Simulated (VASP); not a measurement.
# Al (Im-3m) in VASP: notebook

Runs on Al. Level: PBEsol. Tasks: single point.

Program: VASP 6.6.1. These are calculated values, not measurements. Logs are shortened: lines on timing, memory, paths and dates and some standing lists are left out, and cuts for length are marked.

**1. The crystal as given**

Symmetry: Im-3m, No. 229, cubic system. The conventional cell has a = 3.182 Å, b = 3.182 Å, c = 3.182 Å, α = 90.00°, β = 90.00°, γ = 90.00°. Al (site symmetry m-3m) has 8 Al at 2.76 Å as nearest neighbours.

This isn't the form of Al at room conditions, which is fcc.

**2. Single point, PBEsol**

The input, INCAR:

```
ADDGRID = F
ALGO = Normal
EDIFF = 1E-7
ENCUT = 350
GGA = PS
ISIF = 2
ISMEAR = 1
LASPH = T
LCHARG = F
LREAL = F
LWAVE = F
NELM = 100
PREC = Accurate
SIGMA = 0.15
```

The input, KPOINTS:

```
k-points
0
Gamma
  15 15 15
```

The input, POSCAR:

```
Al
1.0
   -1.5912186900      1.5912186900      1.5912186900
    1.5912186900     -1.5912186900      1.5912186900
    1.5912186900      1.5912186900     -1.5912186900
Al
1
Direct
    0.0000000000      0.0000000000      0.0000000000
```

Potentials or basis: VASP PAW PBE potentials, release 64 (Al).

Run with:

```console
cat potpaw_PBE.64/Al/POTCAR > POTCAR
mpirun -np 1 vasp_std > vasp.out
```

OUTCAR:

```text
EDIFF = 1E-7
   ENCUT = 350
   GGA = PS
   ISIF = 2
   ISMEAR = 1
   LASPH = T
   LREAL = F
   NELM = 100
   PREC = Accurate

 Found    120 irreducible k-points:

 Following reciprocal coordinates:
            Coordinates               Weight
  0.000000  0.000000  0.000000      1.000000
  0.066667  0.000000  0.000000     12.000000
  0.133333  0.000000  0.000000     12.000000
  0.200000  0.000000  0.000000     12.000000
  0.266667  0.000000  0.000000     12.000000
  0.333333  0.000000  0.000000     12.000000
   k-points           NKPTS =    120   k-points in BZ     NKDIM =    120   number of bands    NBANDS=      5
   number of dos      NEDOS =    301   number of ions     NIONS =      1
   total plane-waves  NPLWV =   5832
   dimension x,y,z NGX =    18 NGY =   18 NGZ =   18
   dimension x,y,z NGXF=    36 NGYF=   36 NGZF=   36
   ions per type =               1
   NGX,Y,Z   is equivalent  to a cutoff of  10.86, 10.86, 10.86 a.u.
   NGXF,Y,Z  is equivalent  to a cutoff of  21.72, 21.72, 21.72 a.u.
 SYSTEM =  unknown system
   PREC   = accura    normal or accurate (medium, high low for compatibility)
   ISTART =      0    job   : 0-new  1-cont  2-samecut
   ICHARG =      2    charge: 1-file 2-atom 10-const
   ISPIN  =      1    spin polarized calculation?
   LNONCOLLINEAR =      F non collinear calculations
   LSORBIT =      F    spin-orbit coupling
   LASPH  =      T    aspherical Exc in radial PAW
   ENCUT  =  350.0 eV  25.72 Ry    5.07 a.u.   4.20  4.20  4.20*2*pi/ulx,y,z
   NELM   =    100;   NELMIN=  2; NELMDL= -5     # of ELM steps
   EDIFF  = 0.1E-06   stopping-criterion for ELM
   LREAL  =      F    real-space projection
   EDIFFG = 0.1E-05   stopping-criterion for IOM
   NSW    =      0    number of steps for IOM
   IBRION =     -1    ionic relax: 0-MD 1-quasi-New 2-CG
   NFREE  =      0    steps in history (QN), initial steepest desc. (CG)
   ISIF   =      2    stress and relaxation
   ISYM   =      2    0-nonsym 1-usesym 2-fastsym
   POTIM  = 0.5000    time-step for ionic-motion
   TEBEG  =    0.0;   TEEND  =   0.0 temperature during run
   PSTRESS=    0.0 pullay stress
   NELECT =       3.0000    total number of electrons
   NUPDOWN=      -1.0000    fix difference up-down
   EMIN   =  10.00;   EMAX   =-10.00  energy-range for DOS
   EFERMI =   0.00;   METHOD = LEGACY
   ISMEAR =     1;   SIGMA  =   0.15  broadening in eV -4-tet -1-fermi 0-gaus
   EFERMI_NEDOS =   21; number of points for ismear=-14 and -15
   IALGO  =     38    algorithm
   IMIX   =      4    mixing-type and parameters
     AMIX     =   0.40;   BMIX     =  1.00
     AMIX_MAG =   1.60;   BMIX_MAG =  1.00
  volume/ion in A,a.u.               =      16.12       108.75
  Fermi-wavevector in a.u.,A,eV,Ry     =   0.934757  1.766435 11.888371  0.873771
  Thomas-Fermi vector in A             =   2.061595
   LORBIT       =      0    0 simple, 1 ext, 2 COOP (PROOUT), +10 PAW based schemes
   GGA     = PS    functional components
   LHFCALC =     F    Hartree Fock is set to
   AEXX    =    0.0000 exact exchange contribution
   IVDW    =     0    specifies the selected vdW correction
   LEPSILON=     F    determine dielectric tensor
   LRPA    =     F    only Hartree local field effects (RPA)
 non-spin polarized calculation
 Methfessel and Paxton  Order N= 1 SIGMA  =   0.15
  energy-cutoff  :      350.00
  volume of cell :       16.12
 maximum number of plane-waves:       247
 NGX is ok and might be reduce to    18
   NGX =  9   NGY =  9   NGZ =  9

 number of electron       3.0000000 magnetization

 Free energy of the ion-electron system (eV)
  ---------------------------------------------------
  ext. energy  EPLUGINS =         0.00000000
  ---------------------------------------------------
  free energy    TOTEN  =        -3.98988365 eV

  energy without entropy =       -3.98990405  energy(sigma->0) =       -3.98989045

 E-fermi :   8.2042     XC(G=0): -10.3470

 val. band max:        8.1800972558   @ k =  -0.4000   0.4000   0.2000
 cond. band min:       8.2148798269   @ k =   0.2667   0.2667   0.0000
 fundamental gap:      0.0347825711
 Fermi energy:         8.2042454437

 k-point     1 :       0.0000    0.0000    0.0000
  band No.  band energies     occupation
      1      -3.0911      2.00000
      2      21.6019      0.00000
      3      21.6020      0.00000
      4      21.6020      0.00000
      5      23.2275      0.00000

 k-point     2 :       0.0667    0.0000    0.0000
  band No.  band energies     occupation
      1      -2.9612      2.00000
      2      20.0648      0.00000
      3      20.7456      0.00000
      4      21.0781      0.00000
      5      22.6513      0.00000

 k-point     3 :       0.1333    0.0000    0.0000
  band No.  band energies     occupation
      1      -2.5722      2.00000
      2      17.3758      0.00000
      3      19.5874      0.00000
      4      20.0171      0.00000
      5      21.5835      0.00000

 k-point     4 :       0.2000    0.0000    0.0000
  band No.  band energies     occupation
      1      -1.9263      2.00000
      2      14.5803      0.00000
      3      18.5835      0.00000
      4      18.9355      0.00000
      5      20.5517      0.00000

 k-point     5 :       0.2667    0.0000    0.0000
  band No.  band energies     occupation
      1      -1.0271      2.00000
      2      11.9033      0.00000
      3      17.7736      0.00000
      4      18.0045      0.00000
      5      19.6870      0.00000

 k-point     6 :       0.3333    0.0000    0.0000
  band No.  band energies     occupation
      1       0.1204      2.00000
      2       9.4052     -0.00000
      3      17.1664      0.00000
      4      17.2837      0.00000
      5      19.0268      0.00000

 [... further k-points ...]

------------------------ aborting loop because EDIFF is reached ----------------------------------------

  FORCE on cell =-STRESS in cart. coord.  units (eV):
  Direction    XX          YY          ZZ          XY          YZ          ZX
  --------------------------------------------------------------------------------------
  -------------------------------------------------------------------------------------
  Total        0.2137457      0.2137457      0.2137457     -0.0000000      0.0000000      0.0000000
  in kB       21.2499744     21.2499744     21.2499744     -0.0000000      0.0000000      0.0000000
  external PRESSURE =      21.2499744 kB  Pullay stress =       0.0000000 kB

 VOLUME and BASIS-vectors are now :
 -----------------------------------------------------------------------------
  energy-cutoff  :      350.00
  volume of cell :       16.12
      direct lattice vectors                 reciprocal lattice vectors
    -1.591218690  1.591218690  1.591218690     0.000000000  0.314224565  0.314224565
     1.591218690 -1.591218690  1.591218690     0.314224565  0.000000000  0.314224565
     1.591218690  1.591218690 -1.591218690     0.314224565  0.314224565  0.000000000

 POSITION                                       TOTAL-FORCE (eV/Angst)
 -----------------------------------------------------------------------------------
      0.00000      0.00000      0.00000        -0.000000      0.000000      0.000000
 -----------------------------------------------------------------------------------
    total drift:                                0.000000     -0.000000      0.000000

  FREE ENERGIE OF THE ION-ELECTRON SYSTEM (eV)
  ---------------------------------------------------
  free  energy   TOTEN  =        -3.9898836455 eV

  energy  without entropy=       -3.9899040485  energy(sigma->0) =       -3.98989045
```

It took 11 s on 1 thread of Intel Xeon Platinum 8375C at 2.90GHz (Ice Lake), shared host; peak memory 0.11 GiB.

The run converged, but some of its settings lie outside the range that counts as converged, so its numbers aren't taken as properties of the crystal.

Results:

```
Free energy            : -3.9899 eV
Pressure               : 2.1 GPa
Band gap on the k mesh : none (metal or under the smearing width)
```

Caveat: the PAW data sets were made with another functional, which shifts forces and pressure a little.

**3. Single point, PBEsol**

INCAR is that of step 2.

KPOINTS is that of step 2.

The input, POSCAR:

```
Al
1.0
   -1.5505220000      1.6151010000      1.5901740000
    1.5972310000     -1.6159030000      1.6376860000
    1.5218560000      1.5872370000     -1.5909760000
Al
1
Direct
   -0.0427450000     -0.0166940000     -0.0578530000
```

Potentials or basis: VASP PAW PBE potentials, release 64 (Al).

Run with:

```console
cat potpaw_PBE.64/Al/POTCAR > POTCAR
mpirun -np 1 vasp_std > vasp.out
```

It took 66 s on 1 thread of Intel Xeon Platinum 8375C at 2.90GHz (Ice Lake), shared host; peak memory 0.18 GiB.

These settings aren't checked as converged: the numbers below hold their error.

Results:

```
Free energy            : -3.9886 eV
Pressure               : 2.3 GPa
Band gap on the k mesh : none (metal or under the smearing width)
```

Caveat: the PAW data sets were made with another functional, which shifts forces and pressure a little.

**4. Single point, PBEsol**

Changes to INCAR since step 3:

```diff
@@ -3,3 +3,3 @@
 EDIFF = 1E-7
-ENCUT = 350
+ENCUT = 500
 GGA = PS
```

The input, KPOINTS:

```
k-points
0
Gamma
  13 13 13
```

The input, POSCAR:

```
Al
1.0
   -1.5912186900      1.5912186900      1.5912186900
    1.5912186900     -1.5912186900      1.5912186900
    1.5912186900      1.5912186900     -1.5912186900
Al
1
Direct
    0.0000000000      0.0000000000      0.0000000000
```

Run with:

```console
cat potpaw_PBE.64/Al/POTCAR > POTCAR
mpirun -np 1 vasp_std > vasp.out
```

It used 5.8 s of CPU time on 1 thread of Intel(R) Xeon(R) Platinum 8375C CPU @ 2.90GHz (Ice Lake) (shared host), which was overloaded at the time.

These settings aren't checked as converged: the numbers below hold their error.

What came out:

* Free energy: -3.9933 eV
* Pressure: 1.9 GPa
* Band gap on the k mesh: none (metal or under the smearing width)

Caveat: the PAW data sets were made with another functional, which shifts forces and pressure a little.

**5. The reference run**

An earlier run on the cell as given: functional PBEsol; potentials or basis VASP PAW PBE potentials, release 64 (Al); cutoff 520 eV; k mesh 12 × 12 × 12; occupations fermi-dirac, width 0.05 eV; no spin polarisation.

* Pressure: 2.3 GPa
* Band gap on the k mesh: none (metal or under the smearing width)
